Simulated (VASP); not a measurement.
Here is a VASP 6.6.1 calculation.

The input INCAR:

```
ALGO = Normal
EDIFF = 1E-7
ENCUT = 520
ISIF = 2
ISMEAR = -1
LASPH = True
LCHARG = False
LEFG = True
LREAL = False
LWAVE = False
NELM = 60
PREC = Accurate
SIGMA = 0.02
```

Contents of KPOINTS:

```
k-points
0
Gamma
  6 6 5
```

POSCAR

```
SnO
1.0
    3.7986000000      0.0000000000      0.0000000000
    0.0000000000      3.7986000000      0.0000000000
    0.0000000000      0.0000000000      4.8408000000
Sn O
2 2
Direct
    0.5000000000      0.0000000000      0.2369000000
    0.0000000000      0.5000000000      0.7631000000
    0.0000000000      0.0000000000      0.0000000000
    0.5000000000      0.5000000000      0.0000000000
```

Potentials or basis: VASP PAW LDA potentials, release 64 (Sn_d, O).

Run with:

```sh
$ cat potpaw_LDA.64/Sn_d/POTCAR potpaw_LDA.64/O/POTCAR > POTCAR
$ mpirun -np 1 vasp_std > vasp.out
```

Task: Estimate the largest force.

Result: 0.005 eV/Å.

Task: Estimate the band gap on the k mesh.

Result: 0.13 eV, indirect (least direct gap 1.98 eV).

Task: What does it give for the pressure?

Result: -1.9 GPa.

Forces in eV/Å, atoms in the order of the input:
```
Sn   0.000  0.000 -0.005
Sn   0.000  0.000  0.005
O    0.000  0.000  0.000
O    0.000  0.000  0.000
```

Caveat: spin-orbit coupling is left out, which moves the levels of the heavy elements; an odd mesh through Γ misses points on the zone boundary, where band edges often lie. A hybrid or GW would open this gap; LDA tends to underestimate it.
